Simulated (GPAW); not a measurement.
Al2O3:

```
Al O
1.0
     4.61378    0.00000    0.00000
     0.00000    9.56328    0.00000
     0.00000    0.00000    3.11986
Al O
4 6
Cartesian
  4.5352 7.8856 0.0000
  0.0785 1.6777 0.0000
  2.2283 6.4593 1.5599
  2.3854 3.1040 1.5599
  2.3069 4.7816 1.5599
  0.5704 7.2016 1.5599
  1.7365 2.4200 0.0000
  2.8773 7.1433 0.0000
  0.0000 0.0000 0.0000
  4.0434 2.3617 1.5599
```

Measurements of this composition are mostly on another form, of space group No. 167.

Base run:

| Item | Value |
| --- | --- |
| Program | GPAW 26.7.0 |
| Functional | LDA |
| Potentials or basis | the program's PAW data sets (release 1.2.1) made for this functional |
| Cutoff | 800 eV |
| Basis | pw |
| k mesh | 4 × 2 × 6 |
| Occupations | fermi-dirac, width 0.05 eV |
| Spin | no spin polarisation |

Its results: band gap on the k mesh 3.40 eV, direct; pressure -4.7 GPa; largest force 0.173 eV/Å.

**Question.** The run is repeated on the same cell with these changes: functional from LDA to r2SCAN; potentials or basis from the program's PAW data sets (release 1.2.1) made for this functional to GPAW PAW data sets (gpaw-data 1.2.1). What comes out?

**Answer.** Band gap on the k mesh 4.17 eV, direct; pressure -2.6 GPa; largest force 0.213 eV/Å.

Caveats: the PAW data sets were made with another functional, which shifts forces and pressure a little (some runs).

Not every run made on this cell is shown here.
